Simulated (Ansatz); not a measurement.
A plane-wave DFT run in Ansatz 0.2.0 (scalar-relativistic PAW potentials unless the input names others): input and command.

```yaml
crystal:
  lattice:
    - [2.5051851807, 0.0, 0.0]
    - [1.2500915888, 2.1709960408, 0.0]
    - [0.0, 0.0, 25.0184465684]
  atoms:
    - { symbol: B, position: [0.4998931263, 0.4998931263, 0.2997788044], spin: 1.0 }
    - { symbol: "N", position: [0.8334068837, 0.8334068837, 0.2997788044], spin: 1.0 }
    - { symbol: B, position: [0.9998931263, 0.9998931263, 0.4332596015] }
    - { symbol: "N", position: [0.3334068837, 0.3334068837, 0.4332596015] }
    - { symbol: B, position: [0.4998931263, 0.4998931263, 0.5667403985] }
    - { symbol: "N", position: [0.8334068837, 0.8334068837, 0.5667403985] }
    - { symbol: B, position: [0.9998931263, 0.9998931263, 0.7002211956], spin: 1.0 }
    - { symbol: "N", position: [0.3334068837, 0.3334068837, 0.7002211956], spin: 1.0 }
basis:
  ecutwfc: 420
kpoints:
  mp_grid: { grid: [12, 12, 1] }
hamiltonian:
  xc: pbe
  dispersion: d3bj
scf:
  occupations: { method: fermi_dirac, width: 0.3 }
  n_extra_bands: 0
  max_iter: 60
output:
  forces: true
  eigenvalues: true
  stress: true
magnetization:
  spin_polarized: true
efield:
  axis: 3
  dipole_correction: true
  ramp_width: 0.04
```

```bash
ansatz run input.yaml --threads 1 --pin off --max-ram 2560MiB --backend cpu --events-out ev --progress --plain --runs-dir out
```

Task: What is wrong with this input?

Result: The program refuses it, because of too few bands (scf.n_extra_bands: not typed → 0). Also changed, but not at fault: scf.occupations: {"method": "gaussian", "width": 0.05} → {"method": "fermi_dirac", "width": 0.3}. With the sound run's settings it is accepted.

Abridged log:
```
Error: inconsistent input (scf.n_extra_bands): n_bands = 16 cannot host the net starting moment |Σ_I m_I| = 4.0000 μB: with N_el = 32 the majority spin channel must hold (N_el + |M|)/2 = 18.0000 electrons at no more than one per band — at least 18 bands (16 bands cap the reachable moment at 2·n_bands − N_el = 0.0000 μB); raise scf.n_extra_bands until at least 18 bands are solved (omitted, it auto-derives to 29)
```